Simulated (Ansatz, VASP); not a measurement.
Two plane-wave programs on Mg

File INCAR:

```
ALGO     = Fast           # electronic algorithm
EDIFF    = 1E-6           # SCF threshold, eV
ENCUT    = 520            # plane-wave cutoff, eV
GGA      = PE             # functional
ISIF     = 2              # what is computed and relaxed
ISMEAR   = 0              # smearing method
LASPH    = T              # aspherical terms in the spheres
LCHARG   = F              # write CHGCAR
LREAL    = F              # projectors in reciprocal space
LWAVE    = F              # write WAVECAR
NBANDS   = 7              # bands
NELM     = 80             # most SCF steps
PREC     = Accurate       # precision mode
SIGMA    = 0.15           # smearing width, eV
```

Contents of KPOINTS:

```
k-points
0
Gamma
  20 20 20
```

The input POSCAR:

```
Mg
1.0
   -1.7852278655      1.7852278655      1.6581224065
    1.7852278655     -1.7852278655      1.6581224065
    1.7852278655      1.7852278655     -1.6581224065
Mg
1
Direct
    0.0000000000      0.0000000000      0.0000000000
```

Input for Ansatz:

```yaml
crystal:
  lattice:
    - [-1.7852278655, 1.7852278655, 1.6581224065]
    - [1.7852278655, -1.7852278655, 1.6581224065]
    - [1.7852278655, 1.7852278655, -1.6581224065]
  atoms:
    - { symbol: Mg, position: [0.0, 0.0, 0.0] }
basis:
  ecutwfc: 520.0
kpoints:
  mp_grid: { grid: [20, 20, 20] }
hamiltonian:
  xc: pbe
  pseudopotentials: { kind: paw }
scf:
  occupations: { method: gaussian, width: 0.15 }
output:
  forces: true
  stress: true
  eigenvalues: true
```

Alike in both runs: task single point; functional PBE; k mesh 20 × 20 × 20; occupations gaussian, width 0.15 eV; no spin polarisation.

```csv
,VASP,Ansatz
version,VASP 6.6.1,Ansatz 0.2.0
potentials or method,"VASP PAW PBE potentials, release 64 (Mg)","scalar-relativistic, plane waves, PAW"
plane-wave cutoff (eV),520,520
valence electrons in the cell,2,10
```

VASP gave:

* gap on the k mesh at the Fermi level (eV): none
* pressure (GPa): 3.3
* largest component of the traceless stress (GPa): 0.24

Estimate Ansatz's values.

gap on the k mesh at the Fermi level (eV): none; pressure (GPa): 3.5; largest component of the traceless stress (GPa): 0.25.

A gap of «none» marks a metal or a gap that the smearing closes. With one functional, cell and mesh, what is left measures potentials, basis and numerics. The two sets of potentials don't hold the same shells in valence.
